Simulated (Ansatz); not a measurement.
# FeO (I4/mmm) in Ansatz: notebook

Aim: see how the results for FeO move with the level of theory and the settings. Levels: PBE, LDA, PBEsol. Tasks: band structure.

All numbers are computed with Ansatz 0.2.0; they aren't measurements. Logs are shortened: lines on timing, memory, paths and dates and some standing lists are left out, and cuts for length are marked.

### 1 Starting point

The structure is tetragonal, space group I4/mmm (No. 139). Conventional cell: a = 3.204 Å, b = 3.204 Å, c = 4.167 Å, α = 90.00°, β = 90.00°, γ = 90.00°. Fe (site symmetry 4/mmm) is surrounded by 6 O at 2.08 to 2.27 Å. O (site symmetry 4/mmm) is surrounded by 6 Fe at 2.08 to 2.27 Å.

The cell comes from a database or a generator and needn't be the stable form of this composition.

### 2 Band structure, PBE, collinear spin, ferromagnetic start

The input, input.yaml:

```yaml
crystal:
  lattice:
    - [-1.602103413, 1.602103413, 2.08339225]
    - [1.602103413, -1.602103413, 2.08339225]
    - [1.602103413, 1.602103413, -2.08339225]
  atoms:
    - { symbol: Fe, position: [0.0, 0.0, 0.0], spin: 3.0 }
    - { symbol: O, position: [0.5, 0.5, 0.0] }
kpoints:
  mp_grid: { grid: [12, 12, 12] }
  band_path:
    path:
      - [0.0, 0.0, 0.0]
      - [0.0, 0.0, 0.5]
      - [-0.2956711885, 0.2956711885, 0.5]
      - [-0.3978355942, 0.3978355942, 0.3978355942]
      - [0.0, 0.0, 0.0]
      - [0.5, 0.5, -0.5]
      - [0.3978355942, 0.6021644058, -0.3978355942]
      - [0.0, 0.5, 0.0]
    npoints: 10
scf:
  occupations: { method: fermi_dirac, width: 0.05 }
hamiltonian:
  xc: pbe
  pseudopotentials: { kind: all_electron, lapw: { basis_error: 0.001 } }
magnetization:
  spin_polarized: true
output:
  forces: true
  stress: true
  eigenvalues: true
```

Potentials or basis: all-electron LAPW, scalar-relativistic.

The run is started by

```bash
> ansatz run input.yaml --threads 2 --pin off --max-ram 6144MiB --backend cpu --events-out ev --progress --plain --runs-dir out
```

What it wrote:

```text
Warning: RAYON_NUM_THREADS=2 ignored (pool sized by the plan → 2); use --threads N
LAPW: plane waves up to 9.934 Å⁻¹, error target 1.0e-3 eV per atom; small_component_spin mean_spin; O in spheres of 0.946 Å, 8 of its electrons in bands, Dirac shells []; Fe in spheres of 1.137 Å, 16 of its electrons in bands, Dirac shells [] (how accurate: hamiltonian.pseudopotentials.lapw.basis_error, Limitations)
Engine: ansatz 0.2.0, x86_64-unknown-linux-gnu
Pseudopotentials: kind: all_electron
Pseudopotential: Fe, LAPW, valence charge 16, lapw/all_electron/scalar/gaussian/Fe, Koelling and Harmon's equation, gaussian nucleus
Pseudopotential: O, LAPW, valence charge 8, lapw/all_electron/scalar/gaussian/O, Koelling and Harmon's equation, gaussian nucleus
Functional definition: PBE
  parameter kappa = 0.804
  parameter beta = 0.06672455060314922
  exchange = pbe_x(kappa = kappa, mu = beta*pi^2/3)
  correlation = pbe_c(beta = beta)
Crystal: 2 atoms, lattice volume = 21.390 Å³
Basis set: ecut = 375.9538529076971 eV, 363 PW (Γ), exchange–correlation at level 2
Bands: 18, of which v1, the nominal top of the filled ones, is band 12 counted from 1 (11 counted from 0)
Symmetry: 16 space group operations
Space group: I4/mmm (ITA 139), of the structure as read, at distance tolerance 2.8e-5 Å
Magnetic group: BNS 139.531 (UNI 1191), of the structure as read, at distance tolerance 2.8e-5 Å
k-points: 163 of 1728
Non-local potential: Fe, projectors of the file, none
Non-local potential: O, projectors of the file, none
Initial density: superposition of atomic densities (chi_scale 0.1, normalization cell, long waves kept (reshape's long-wave potential 0.00 eV rms))
Starting moments: Σ|m| = 3 μB on 1 of 2 sites
Initial wavefunctions: plane waves of lowest kinetic energy (no species holds an atomic orbital)
Functional: x = pbe(κ = 0.804, μ = 0.2195149727645171), c = pbe(β = 0.06672455060314922)
iter 1 solved again at ethr=9.18e-3 eV; its pass at ethr=1.00e-1 eV (dr2=2.20e0 eV) is discarded
SCF iter   1: F=—  HF=-36682.759214 eV  |F-HF|=—  |Δ(HF+E_count)|=         —  Δρ=6.58e-2 (↑5.81e-2 ↓6.58e-2)  dr2=2.20e0  dr2_m=3.32e-1  M=4.014 μB ∫|m|=4.015 μB  β_m=0.30  ethr=9.18e-3  ⟨swp⟩=2.0  Hψ=36763  notcnv=0
Mixer restart at iter 1: flushing history
preconditioner: auto → Kerker (q_TF=auto, 2.781 Å⁻¹)  [metal: Δε(μ)=0.009 eV  Ē_g=13.623 eV  σ=0.050 eV  W_gap=0.04  n_scr=12 (ndim 8)  ℏωp=30.0 eV  f_vac=0.000  D(μ)=1.62/eV (n_scr^D=14)]
spin=Collinear: Kerker preconditioning applied to the charge; magnetization (m = ρ↑ − ρ↓) channel mixes plain (no charge-response kernel on spin).
SCF iter   2: F=—  HF=-36681.754921 eV  |F-HF|=—  |Δ(HF+E_count)|=    1.00e0  Δρ=3.50e-2 (↑3.50e-2 ↓3.41e-2)  dr2=4.98e-1  dr2_m=1.44e-1  M=4.002 μB ∫|m|=4.003 μB  β_m=0.46  ethr=9.18e-3  ⟨swp⟩=2.0  Hψ=17278  notcnv=0
SCF iter   3: F=—  HF=-36681.688771 eV  |F-HF|=—  |Δ(HF+E_count)|=   6.61e-2  Δρ=1.86e-2 (↑1.78e-2 ↓1.86e-2)  dr2=2.70e-1  dr2_m=1.86e-2  M=4.007 μB ∫|m|=4.012 μB  β_m=0.49  ethr=2.07e-3  ⟨swp⟩=2.0  Hψ=17604  notcnv=0
iter 4 solved again at ethr=6.42e-5 eV; its pass at ethr=1.12e-3 eV (dr2=1.54e-2 eV) is discarded
SCF iter   4: F=—  HF=-36681.621929 eV  |F-HF|=—  |Δ(HF+E_count)|=         —  Δρ=6.16e-3 (↑6.16e-3 ↓3.13e-3)  dr2=1.54e-2  dr2_m=1.55e-3  M=4.001 μB ∫|m|=4.011 μB  β_m=0.49  ethr=6.42e-5  ⟨swp⟩=2.0  Hψ=28658  notcnv=0
Mixer restart at iter 4: flushing history
the basis was enlarged: its passes take 1.2 MiB over the memory plan, 2 of 2 planned eigensolver slots
SCF iter   5: F=—  HF=-36681.625958 eV  |F-HF|=—  |Δ(HF+E_count)|=   4.03e-3  Δρ=4.60e-3 (↑4.60e-3 ↓2.59e-3)  dr2=1.42e-2  dr2_m=3.47e-4  M=4.001 μB ∫|m|=4.012 μB  β_m=0.54  ethr=6.42e-5  ⟨swp⟩=2.0  Hψ=16309  notcnv=0
SCF iter   6: F=—  HF=-36681.625782 eV  |F-HF|=—  |Δ(HF+E_count)|=   1.76e-4  Δρ=2.90e-3 (↑2.90e-3 ↓1.58e-3)  dr2=4.46e-3  dr2_m=2.22e-4  M=4.001 μB ∫|m|=4.013 μB  β_m=0.77  ethr=5.90e-5  ⟨swp⟩=2.0  Hψ=15856  notcnv=0
SCF iter   7: F=—  HF=-36681.627278 eV  |F-HF|=—  |Δ(HF+E_count)|=   1.50e-3  Δρ=3.77e-4 (↑2.25e-4 ↓3.77e-4)  dr2=7.78e-5  dr2_m=3.04e-6  M=4.001 μB ∫|m|=4.014 μB  β_m=0.89  ethr=1.86e-5  ⟨swp⟩=2.0  Hψ=16591  notcnv=0
SCF iter   8: F=—  HF=-36681.627331 eV  |F-HF|=—  |Δ(HF+E_count)|=   5.33e-5  Δρ=7.01e-5 (↑4.35e-5 ↓7.01e-5)  dr2=2.31e-6  dr2_m=8.23e-8  M=4.001 μB ∫|m|=4.014 μB  β_m=0.91  ethr=3.24e-7  ⟨swp⟩=2.7  Hψ=16271  notcnv=0
SCF iter   9: F=—  HF=-36681.627332 eV  |F-HF|=—  |Δ(HF+E_count)|=   9.43e-7  Δρ=3.05e-5 (↑2.36e-5 ↓3.05e-5)  dr2=5.66e-7  dr2_m=5.37e-9  M=4.001 μB ∫|m|=4.014 μB  β_m=0.76  ethr=9.63e-9  ⟨swp⟩=3.0  Hψ=17079  notcnv=0
SCF iter  10: F=—  HF=-36681.627332 eV  |F-HF|=—  |Δ(HF+E_count)|=   3.77e-8  Δρ=1.54e-5 (↑1.23e-5 ↓1.54e-5)  dr2=1.71e-7  dr2_m=1.29e-9  M=4.001 μB ∫|m|=4.014 μB  β_m=0.88  ethr=2.36e-9  ⟨swp⟩=2.6  Hψ=16201  notcnv=0
SCF iter  11: F=-36681.627332 eV  HF=-36681.627332 eV  |F-HF|=1.33e-9  |Δ(HF+E_count)|=   6.25e-8  Δρ=2.61e-6 (↑2.61e-6 ↓2.36e-6)  dr2=4.81e-9  dr2_m=5.97e-11  M=4.001 μB ∫|m|=4.014 μB  ethr=7.12e-10  ⟨swp⟩=2.5  Hψ=16029  notcnv=0
SCF 1 converged in 11 iterations: F = -36681.627332 eV  dr2 = 4.81e-9
NSCF: frozen V_eff on 71 k-points
SCF converged after 11 iterations
Magnetization: 4.0011 μB (14.0005 up, 9.9995 down)
Absolute magnetization: 4.0135 μB (∫|ρ↑−ρ↓|)
Spin contamination: 0.0119 ħ² per cell (⟨S²⟩ above its minimum at these occupations)
Per-site moments (μB) at R_I (Å): [(3.5984075887781444, 1.1372087184594222), (0.30959219069219435, 0.9461835004956142)]
Free energy (F): -36681.627332 eV
Harris-Foulkes:  -36681.627332 eV  (|F-HF|=1.33e-9)
Internal energy: -36681.614181 eV  (E = F + TS)
E sigma→0 (E₀):  -36681.620757 eV
Entropy (-TS):   -0.013151 eV (-6.575 meV/atom)
Fermi energy:    13.495328 eV
--- Per-component energies (eV) ---
  E_band       = -1276.146252
  E_kinetic    = 37151.826454
  E_xc         = -1755.463005
  E_electrostatic = -72077.977630  (all electrons and nuclei)
  E_smearing   = -0.013151  (= −TS)
  E_closure    = 0.000000  (closes the sum)
  E_atoms      = -36665.908118  (free atoms, spherical and without spin; not in F)
  Σ components = -36681.627332   (vs F -36681.627332, Δ=0.00e0)
  Basis errors (estimates in eV, not in F): energy 4.4e-4 per atom: plane waves 4.0e-4 (2.3e-4 summed), levels above the bands 5.0e-116, relativity 5.7e-8, radial functions 4.1e-5, core shells 6.3e-8; eigenvalues (radial functions only) 3.5e-5; not estimated: angular momenta, meshes, grids; target (lapw.basis_error) 1.0e-3; muffin-tin radii O 0.946 Å, Fe 1.137 Å
--- Forces (eV/Å), atoms counted from 1 ---
  atom   1  Fe    -0.00000000    -0.00000000     0.00000000
  atom   2  O     -0.00000000     0.00000000    -0.00000000
  max |Σ_I F_I| component: 1.58e-30 eV/Å
--- Stress (GPa, compression-positive) ---
      -10.315781      -0.000000       0.000000
       -0.000000     -10.315781       0.000000
        0.000000       0.000000      -5.653415
  P = ⅓ Tr σ = -8.7617 GPa (-87.617 kbar)
--- Band table (eV; the first three rows and the last of 326) ---
  k-point 0 ↑: bands = ["-493.6771", "-76.4075", "-42.4772", "-42.4215", "-42.4215", "-6.8265", "9.5951", "9.5951", "9.6541", "9.7246", "9.8560", "9.8789", "9.8789", "9.9431", "13.2936", "28.5835", "29.9423", "29.9423"]
  k-point 1 ↑: bands = ["-493.6771", "-76.4072", "-42.4783", "-42.4239", "-42.4221", "-6.7551", "8.5792", "9.2178", "9.5122", "9.5458", "9.8224", "10.0512", "10.3247", "10.7299", "13.8698", "27.4536", "29.0838", "29.5649"]
  k-point 2 ↑: bands = ["-493.6771", "-76.4063", "-42.4814", "-42.4305", "-42.4237", "-6.5638", "7.4502", "8.8968", "9.2058", "9.4124", "9.8834", "10.4134", "10.6551", "11.0991", "15.2418", "26.2278", "26.8031", "27.9681"]
  k-point 162 ↓: bands = ["-493.4119", "-72.2480", "-38.4201", "-38.4201", "-38.3943", "-5.1747", "7.0825", "9.0970", "9.0970", "11.5269", "14.2124", "14.2124", "14.3371", "14.6202", "19.7237", "22.9015", "24.3112", "27.7315"]
```

It took 82 s on 2 threads of Intel Xeon at 2.50GHz (Skylake/Cascade Lake), shared host; peak memory 0.67 GiB.

What came out:

- Free energy: -36681.6273 eV
- Pressure: -8.8 GPa
- Band gap along the path: none (metal or under the smearing width)
- Net moment: 4.00 μB per cell
- Absolute moment: 4.01 μB per cell
- Site moments: Fe +3.60; O +0.31 μB

Levels at the corners of the path, in eV from the Fermi level:
Spin up:
| point | band 11 | band 12 | band 13 | band 14 | band 15 | band 16 | band 17 | band 18 |
| --- | --- | --- | --- | --- | --- | --- | --- | --- |
| Γ | -3.64 | -3.62 | -3.62 | -3.55 | -0.20 | 15.09 | 16.45 | 16.45 |
| X | -3.39 | -2.90 | -2.85 | -2.81 | 4.77 | 7.85 | 10.78 | 13.54 |
| Y | -3.04 | -2.94 | -2.84 | -1.99 | 6.47 | 8.36 | 9.12 | 10.89 |
| S | -2.95 | -2.81 | -2.54 | -2.37 | 5.80 | 8.40 | 8.98 | 12.83 |
| Γ | -3.64 | -3.62 | -3.62 | -3.55 | -0.20 | 15.09 | 16.45 | 16.45 |
| Z | -3.30 | -2.86 | -2.86 | -2.80 | 4.89 | 8.91 | 9.74 | 13.22 |
| S1 | -2.95 | -2.81 | -2.54 | -2.37 | 5.80 | 8.40 | 8.98 | 12.83 |
| N | -3.04 | -2.51 | -0.84 | -0.23 | 3.79 | 7.82 | 11.11 | 13.05 |
Spin down:
```tsv
point	band 7	band 8	band 9	band 10	band 11	band 12	band 13	band 14
Γ	-3.38	-3.05	-3.05	-0.72	-0.72	-0.47	-0.25	0.16
X	-6.58	-4.44	-3.88	-1.84	0.50	0.64	0.79	1.11
Y	-5.95	-5.55	-5.00	-0.58	0.15	0.74	1.07	1.65
S	-6.19	-5.42	-4.56	-1.13	0.59	0.61	1.28	1.35
Γ	-3.38	-3.05	-3.05	-0.72	-0.72	-0.47	-0.25	0.16
Z	-6.41	-4.40	-4.40	-1.97	0.72	0.72	0.84	1.12
S1	-6.19	-5.42	-4.56	-1.13	0.59	0.61	1.28	1.35
N	-7.60	-4.99	-4.81	0.23	0.53	0.63	2.30	2.86
```

Caveat: a cell with one magnetic atom can't hold antiferromagnetic order, which such compounds often take; semilocal functionals often make such compounds metallic where correlation or magnetic order opens a gap, which also shifts bond lengths.

### 3 Band structure, LDA, collinear spin, ferromagnetic start

input.yaml: that of step 2 with these lines changed.

```diff
@@ -24,3 +24,3 @@
 hamiltonian:
-  xc: pbe
+  xc: lda
   pseudopotentials: { kind: all_electron, lapw: { basis_error: 0.001 } }
```

Potentials or basis: all-electron LAPW, scalar-relativistic.

The run is started by

```bash
> ansatz run input.yaml --threads 2 --pin off --max-ram 6144MiB --backend cpu --events-out ev --progress --plain --runs-dir out
```

Run time: 88 s. Hardware: 2 threads of Intel Xeon at 2.50GHz (Skylake/Cascade Lake), shared host; peak memory 0.67 GiB.

It converged, with:

- Free energy: -36608.7052 eV
- Pressure: -22.5 GPa
- Band gap along the path: none (metal or under the smearing width)
- Net moment: 4.00 μB per cell
- Absolute moment: 4.00 μB per cell
- Site moments: Fe +3.56; O +0.33 μB

Stress tensor (GPa, compression positive):
```
-22.93   0.00   0.00
  0.00 -22.93   0.00
  0.00   0.00 -21.63
```

Levels at the corners of the path, in eV from the Fermi level:
Spin up:
| point | band 10 | band 11 | band 12 | band 13 | band 14 | band 15 | band 16 | band 17 | band 18 |
| --- | --- | --- | --- | --- | --- | --- | --- | --- | --- |
| Γ | -3.60 | -3.60 | -3.56 | -3.46 | -3.43 | -0.13 | 14.99 | 16.38 | 16.38 |
| X | -4.43 | -3.16 | -2.74 | -2.65 | -2.62 | 4.71 | 7.79 | 10.75 | 13.42 |
| Y | -3.20 | -2.89 | -2.69 | -2.66 | -1.80 | 6.40 | 8.29 | 9.04 | 10.81 |
| S | -3.68 | -2.78 | -2.64 | -2.31 | -2.18 | 5.72 | 8.35 | 8.90 | 12.71 |
| Γ | -3.60 | -3.60 | -3.56 | -3.46 | -3.43 | -0.13 | 14.99 | 16.38 | 16.38 |
| Z | -4.47 | -3.07 | -2.68 | -2.68 | -2.54 | 4.81 | 8.82 | 9.69 | 13.10 |
| S1 | -3.68 | -2.78 | -2.64 | -2.31 | -2.18 | 5.72 | 8.35 | 8.90 | 12.71 |
| N | -2.96 | -2.86 | -2.37 | -0.68 | -0.07 | 3.75 | 7.77 | 10.99 | 12.93 |
Spin down:
```csv
point,band 7,band 8,band 9,band 10,band 11,band 12,band 13,band 14
Γ,-3.28,-2.98,-2.98,-0.75,-0.75,-0.42,-0.35,-0.11
X,-6.51,-4.35,-3.81,-1.86,0.39,0.57,0.79,0.92
Y,-5.87,-5.49,-4.99,-0.52,0.15,0.74,0.87,1.45
S,-6.10,-5.37,-4.52,-1.09,0.58,0.61,1.11,1.13
Γ,-3.28,-2.98,-2.98,-0.75,-0.75,-0.42,-0.35,-0.11
Z,-6.32,-4.33,-4.33,-1.93,0.57,0.71,0.71,0.97
S1,-6.10,-5.37,-4.52,-1.09,0.58,0.61,1.11,1.13
N,-7.57,-4.97,-4.81,0.28,0.50,0.63,2.13,2.75
```

Caveat: a cell with one magnetic atom can't hold antiferromagnetic order, which such compounds often take; semilocal functionals often make such compounds metallic where correlation or magnetic order opens a gap, which also shifts bond lengths.

### 4 Band structure, PBEsol, collinear spin, ferromagnetic start

input.yaml: that of step 3 with these lines changed.

```diff
@@ -24,3 +24,3 @@
 hamiltonian:
-  xc: lda
+  xc: pbesol
   pseudopotentials: { kind: all_electron, lapw: { basis_error: 0.001 } }
```

The run is started by

```bash
> ansatz run input.yaml --threads 2 --pin off --max-ram 6144MiB --backend cpu --events-out ev --progress --plain --runs-dir out
```

Wall time 87 s (2 threads of Intel Xeon at 2.50GHz (Skylake/Cascade Lake), shared host); peak memory 0.67 GiB.

Results (log left out):

* Free energy: -36643.2814 eV
* Pressure: -16.2 GPa
* Band gap along the path: none (metal or under the smearing width)
* Net moment: 4.00 μB per cell
* Absolute moment: 4.01 μB per cell
* Site moments: Fe +3.59; O +0.31 μB

Stress tensor (GPa, compression positive):
```
-17.27   0.00   0.00
  0.00 -17.27   0.00
  0.00   0.00 -14.02
```

Levels at the corners of the path, in eV from the Fermi level:
Spin up:
| point | band 11 | band 12 | band 13 | band 14 | band 15 | band 16 | band 17 | band 18 |
| --- | --- | --- | --- | --- | --- | --- | --- | --- |
| Γ | -3.66 | -3.66 | -3.63 | -3.59 | -0.30 | 14.86 | 16.28 | 16.28 |
| X | -3.37 | -2.88 | -2.87 | -2.79 | 4.65 | 7.73 | 10.61 | 13.40 |
| Y | -3.04 | -2.91 | -2.83 | -1.98 | 6.36 | 8.21 | 8.97 | 10.75 |
| S | -2.94 | -2.80 | -2.52 | -2.36 | 5.67 | 8.26 | 8.84 | 12.69 |
| Γ | -3.66 | -3.66 | -3.63 | -3.59 | -0.30 | 14.86 | 16.28 | 16.28 |
| Z | -3.28 | -2.85 | -2.85 | -2.77 | 4.76 | 8.77 | 9.57 | 13.08 |
| S1 | -2.94 | -2.80 | -2.52 | -2.36 | 5.67 | 8.26 | 8.84 | 12.69 |
| N | -3.03 | -2.51 | -0.83 | -0.22 | 3.63 | 7.73 | 10.95 | 12.89 |
Spin down:
| point | band 8 | band 9 | band 10 | band 11 | band 12 | band 13 |
| --- | --- | --- | --- | --- | --- | --- |
| Γ | -3.06 | -3.06 | -0.75 | -0.75 | -0.45 | -0.34 |
| X | -4.46 | -3.90 | -1.88 | 0.54 | 0.55 | 0.80 |
| Y | -5.60 | -5.05 | -0.56 | 0.15 | 0.75 | 0.99 |
| S | -5.46 | -4.59 | -1.13 | 0.59 | 0.62 | 1.22 |
| Γ | -3.06 | -3.06 | -0.75 | -0.75 | -0.45 | -0.34 |
| Z | -4.43 | -4.43 | -1.98 | 0.72 | 0.72 | 0.73 |
| S1 | -5.46 | -4.59 | -1.13 | 0.59 | 0.62 | 1.22 |
| N | -5.02 | -4.85 | 0.26 | 0.52 | 0.63 | 2.23 |

Caveat: a cell with one magnetic atom can't hold antiferromagnetic order, which such compounds often take; semilocal functionals often make such compounds metallic where correlation or magnetic order opens a gap, which also shifts bond lengths.

### 5 The runs side by side

```tsv
level	cutoff (eV)	pressure (GPa)	moment (μB)
PBE	376	-8.8	4.00
LDA	375	-22.5	4.00
PBEsol	376	-16.2	4.00
```

Alike in all rows: task band structure; potentials or basis all-electron LAPW, scalar-relativistic; spin collinear, ferromagnetic start; cell as given; k mesh 12 × 12 × 12; smearing fermi-dirac 0.05 eV; basis error allowed 0.001 eV/atom.

The pressure there spans -22.5 GPa (LDA) to -8.8 GPa (PBE); a positive pressure means that this level wants a larger cell, a negative one a smaller.

Caveats: a cell with one magnetic atom can't hold antiferromagnetic order, which such compounds often take; semilocal functionals often make such compounds metallic where correlation or magnetic order opens a gap, which also shifts bond lengths.

Compare energies only between runs with the same functional and basis.
